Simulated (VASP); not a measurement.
Set up this calculation in VASP 6.6.1, as the native input.

| Quantity | Value |
| --- | --- |
| Task | single point |
| Functional | revPBE |
| Potentials or basis | VASP PAW PBE potentials, release 64 (Fe) |
| Cutoff | 520 eV |
| k mesh | 24 × 24 × 13 |
| Occupations | fermi-dirac, width 0.1 eV |
| Spin | no spin polarisation |
| Dipole correction | no |
| Further INCAR settings | ALGO = Fast; EDIFF = 1e-07; NBANDS = 15 |

The structure of Fe lies in POSCAR:

```
Fe
1.0
    2.4739776775      0.0000000000      0.0000000000
   -1.2369888388      2.1425275171      0.0000000000
    0.0000000000      0.0000000000      3.9125644607
Fe
2
Direct
    0.3333333333      0.6666666667      0.2500000000
    0.6666666667      0.3333333333      0.7500000000
```

This isn't the form of Fe at room conditions, which is bcc.

One way to write it, as run:

INCAR

```
ALGO = Fast
EDIFF = 1E-7
ENCUT = 520
GGA = RE
ISIF = 2
ISMEAR = -1
LASPH = True
LCHARG = False
LREAL = False
LWAVE = False
NBANDS = 15
NELM = 80
PREC = Accurate
SIGMA = 0.1
```

KPOINTS

```
k-points
0
Gamma
  24 24 13
```

Potentials or basis: VASP PAW PBE potentials, release 64 (Fe).

Launch:

```bash
$ cat potpaw_PBE.64/Fe/POTCAR > POTCAR
$ mpirun -np 1 vasp_std > vasp.out
```

It gave:

| Property | Result |
| --- | --- |
| Pressure | -0.4 GPa |
| Band gap on the k mesh | none (metal or under the smearing width) |

Caveat: the PAW data sets were made with another functional, which shifts forces and pressure a little; the run has no spin polarisation, though such a crystal can be magnetic.

It took 120 s on 1 thread of Intel(R) Xeon(R) Platinum 8559C (Emerald Rapids) (shared host), peak memory 0.22 GiB.
